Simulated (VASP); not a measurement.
# W (Im-3m) in VASP: further runs, part 2 of 3

VASP 6.6.1.

## (3) Relaxation of cell and atoms, PBE

This run uses another cell than the first one, of 16.11 Å³/atom, 1.016 times its volume.

File INCAR:

```
SYSTEM = W
PREC     = Accurate       ! precision mode
ENCUT    = 250            ! plane-wave cutoff, eV
EDIFF    = 1E-7           ! SCF threshold, eV
ISMEAR   = 0              ! smearing method
SIGMA    = 0.1            ! smearing width, eV
LREAL    = .False.        ! projectors in reciprocal space
LASPH    = .True.         ! aspherical terms in the spheres
NELM     = 100            ! most SCF steps
ALGO     = Normal         ! electronic algorithm
ISIF     = 3              ! what is computed and relaxed
LWAVE    = .False.        ! write WAVECAR
LCHARG   = .False.        ! write CHGCAR
GGA      = PE             ! functional
IBRION   = 2              ! ionic algorithm
NSW      = 80             ! ionic steps
EDIFFG   = -0.002         ! ionic threshold
```

File KPOINTS:

```
Automatic mesh
0
Gamma
  18 18 18
  0 0 0
```

File POSCAR:

```
W                                       
1.0
   -1.5909358502      1.5909358502      1.5909358502
    1.5909358502     -1.5909358502      1.5909358502
    1.5909358502      1.5909358502     -1.5909358502
  W             
     1
Direct
     0.0000000000000000    0.0000000000000000    0.0000000000000000
```

Potentials or basis: VASP PAW PBE potentials, release 64 (W_sv).

Launch:

```sh
cat potpaw_PBE.64/W_sv/POTCAR > POTCAR
mpirun -np 1 vasp_std > vasp.out
```

It took 7.9 s on 1 thread of Intel Xeon Platinum 8259CL at 2.50GHz (Skylake/Cascade Lake), shared host; peak memory 0.11 GiB.

These settings aren't checked as converged: the numbers below hold their error.

Results:

| Quantity | Value |
| --- | --- |
| Free energy | -12.9517 eV |
| Band gap on the k mesh | none (metal or under the smearing width) |

Caveat: the cutoff is under 1.25 times the usual one of these potentials, so pressure, stress and relaxed cells hold a basis-set (Pulay) error; the relaxation stopped at its first step, so nothing moved.

## (4) Single point, PBE

This run uses another cell than the first one, of 16.11 Å³/atom, 1.016 times its volume.

File INCAR:

```
PREC     = Accurate       # precision mode
ENCUT    = 250            # plane-wave cutoff, eV
EDIFF    = 1E-7           # SCF threshold, eV
ISMEAR   = 0              # smearing method
SIGMA    = 0.1            # smearing width, eV
LREAL    = F              # projectors in reciprocal space
LASPH    = T              # aspherical terms in the spheres
NELM     = 100            # most SCF steps
ALGO     = Normal         # electronic algorithm
ISIF     = 2              # what is computed and relaxed
LWAVE    = F              # write WAVECAR
LCHARG   = F              # write CHGCAR
GGA      = PE             # functional
NBANDS   = 13             # bands
```

File KPOINTS:

```
Automatic mesh
0
Gamma
  18 18 18
```

POSCAR is that of step 3.

Potentials or basis: VASP PAW PBE potentials, release 64 (W_sv).

Launch:

```sh
cat potpaw_PBE.64/W_sv/POTCAR > POTCAR
mpirun -np 1 vasp_std > vasp.out
```

OUTCAR:

```text
PREC = Accurate
   ENCUT = 250
   EDIFF = 1E-7
   ISMEAR = 0
   LREAL = F
   LASPH = T
   NELM = 100
   ISIF = 2
   GGA = PE

 ion  position               nearest neighbor table
   1  0.000  0.000  0.000-

  LATTYP: Found a body centered cubic cell.
 ALAT       =     3.1818717004

  Lattice vectors:

 A1 = (  -1.5909358502,   1.5909358502,   1.5909358502)
 A2 = (   1.5909358502,  -1.5909358502,   1.5909358502)
 A3 = (   1.5909358502,   1.5909358502,  -1.5909358502)

Analysis of symmetry for initial positions (statically):
=====================================================================
 Subroutine PRICEL returns:
 Original cell was already a primitive cell.

 Routine SETGRP: Setting up the symmetry group for a
 body centered cubic supercell.

 Subroutine GETGRP returns: Found 48 space group operations
 (whereof 48 operations were pure point group operations)
 out of a pool of 48 trial point group operations.

The static configuration has the point symmetry O_h .

Analysis of symmetry for dynamics (positions and initial velocities):
=====================================================================
 Subroutine PRICEL returns:
 Original cell was already a primitive cell.

 Routine SETGRP: Setting up the symmetry group for a
 body centered cubic supercell.

 Subroutine GETGRP returns: Found 48 space group operations
 (whereof 48 operations were pure point group operations)
 out of a pool of 48 trial point group operations.

The dynamic configuration has the point symmetry O_h .

 Subroutine INISYM returns: Found 48 space group operations
 (whereof 48 operations are pure point group operations),
 and found     1 'primitive' translations

----------------------------------------------------------------------------------------

                                     Primitive cell
[... 114 lines left out ...]
   GGA     = PE    functional components
   LHFCALC =     F    Hartree Fock is set to
   AEXX    =    0.0000 exact exchange contribution
   IVDW    =     0    specifies the selected vdW correction
   LEPSILON=     F    determine dielectric tensor
   LRPA    =     F    only Hartree local field effects (RPA)
 non-spin polarized calculation
 Gauss-broadening in eV      SIGMA  =   0.10
  energy-cutoff  :      250.00
  volume of cell :       16.11
 maximum number of plane-waves:       152
   NGX =  7   NGY =  7   NGZ =  7

 number of electron      13.9999968 magnetization

 Free energy of the ion-electron system (eV)
  ---------------------------------------------------
  ext. energy  EPLUGINS =         0.00000000
  ---------------------------------------------------
  free energy    TOTEN  =       -12.95174513 eV

  energy without entropy =      -12.94817669  energy(sigma->0) =      -12.94996091

 E-fermi :  11.2174     XC(G=0): -13.5528

 val. band max:       11.2134799861   @ k =  -0.2778   0.3333   0.2222
 cond. band min:      11.2273187382   @ k =   0.5000   0.5000   0.2222
 fundamental gap:      0.0138387522
 Fermi energy:        11.2173592419

 k-point     1 :       0.0000    0.0000    0.0000
  band No.  band energies     occupation
      1     -62.9403      2.00000
      2     -26.5483      2.00000
      3     -26.5483      2.00000
      4     -26.5483      2.00000
      5       1.6600      2.00000
      6      10.0190      2.00000
      7      10.0190      2.00000
      8      10.0190      2.00000
      9      13.4457      0.00000
     10      13.4457      0.00000
     11      25.7020      0.00000
     12      25.7020      0.00000
     13      25.7020      0.00000
[... 354 lines left out ...]
  band No.  band energies     occupation
      1     -62.8155      2.00000
      2     -27.6965      2.00000
      3     -26.9800      2.00000
      4     -26.6101      2.00000
      5       5.4705      2.00000
      6       7.8760      2.00000
      7      10.6044      2.00000
      8      13.2118      0.00000
      9      14.5120      0.00000
     10      17.5136      0.00000
     11      21.9137      0.00000
     12      23.7013      0.00000
     13      27.7999      0.00000

 [... further k-points ...]

------------------------ aborting loop because EDIFF is reached ----------------------------------------

  FORCE on cell =-STRESS in cart. coord.  units (eV):
  Direction    XX          YY          ZZ          XY          YZ          ZX
  --------------------------------------------------------------------------------------
  -------------------------------------------------------------------------------------
  Total       -0.0000743     -0.0000743     -0.0000743      0.0000000      0.0000000     -0.0000000
  in kB       -0.0073893     -0.0073893     -0.0073893      0.0000000      0.0000000     -0.0000000
  external PRESSURE =      -0.0073893 kB  Pullay stress =       0.0000000 kB

 VOLUME and BASIS-vectors are now :
 -----------------------------------------------------------------------------
  energy-cutoff  :      250.00
  volume of cell :       16.11
      direct lattice vectors                 reciprocal lattice vectors
    -1.590935850  1.590935850  1.590935850     0.000000000  0.314280428  0.314280428
     1.590935850 -1.590935850  1.590935850     0.314280428  0.000000000  0.314280428
     1.590935850  1.590935850 -1.590935850     0.314280428  0.314280428  0.000000000

 POSITION                                       TOTAL-FORCE (eV/Angst)
 -----------------------------------------------------------------------------------
      0.00000      0.00000      0.00000         0.000000      0.000000      0.000000
 -----------------------------------------------------------------------------------
    total drift:                               -0.000000     -0.000000     -0.000000

  FREE ENERGIE OF THE ION-ELECTRON SYSTEM (eV)
  ---------------------------------------------------
  free  energy   TOTEN  =       -12.9517451335 eV

  energy  without entropy=      -12.9481766893  energy(sigma->0) =      -12.94996091
```

OSZICAR:

```text
N       E                     dE             d eps       ncg     rms          rms(c)
DAV:   1     0.502852579483E+02    0.50285E+02   -0.48733E+03  5340   0.773E+02
DAV:   2    -0.126900376987E+02   -0.62975E+02   -0.60386E+02  5610   0.218E+02
DAV:   3    -0.135730862299E+02   -0.88305E+00   -0.88176E+00  5550   0.272E+01
DAV:   4    -0.135756084417E+02   -0.25222E-02   -0.25222E-02  5620   0.153E+00
DAV:   5    -0.135756207835E+02   -0.12342E-04   -0.12343E-04  5620   0.101E-01    0.200E+01
DAV:   6    -0.130820501313E+02    0.49357E+00   -0.40913E-01  5255   0.845E+00    0.799E+00
DAV:   7    -0.129556883920E+02    0.12636E+00   -0.21088E-01  5605   0.580E+00    0.640E-01
DAV:   8    -0.129517956756E+02    0.38927E-02   -0.36375E-03  5140   0.763E-01    0.919E-02
DAV:   9    -0.129517571419E+02    0.38534E-04   -0.87238E-05  5770   0.104E-01    0.427E-02
DAV:  10    -0.129517461272E+02    0.11015E-04   -0.14099E-05  5355   0.507E-02    0.224E-03
DAV:  11    -0.129517456228E+02    0.50438E-06   -0.16170E-07  4888   0.391E-03    0.430E-04
DAV:  12    -0.129517451599E+02    0.46298E-06   -0.32459E-09  2810   0.712E-04    0.227E-05
DAV:  13    -0.129517451335E+02    0.26311E-07   -0.20158E-10  2560   0.151E-04
   1 F= -.12951745E+02 E0= -.12949961E+02  d E =-.356844E-02
```

Run time: 8.8 s. Hardware: 1 thread of Intel Xeon Platinum 8259CL at 2.50GHz (Skylake/Cascade Lake), shared host; peak memory 0.12 GiB.

Results:

```
Free energy            : -12.9517 eV
Band gap on the k mesh : none (metal or under the smearing width)
```

Caveat: the cutoff is under 1.25 times the usual one of these potentials, so pressure, stress and relaxed cells hold a basis-set (Pulay) error.

(Continued in part 3 of 3.)
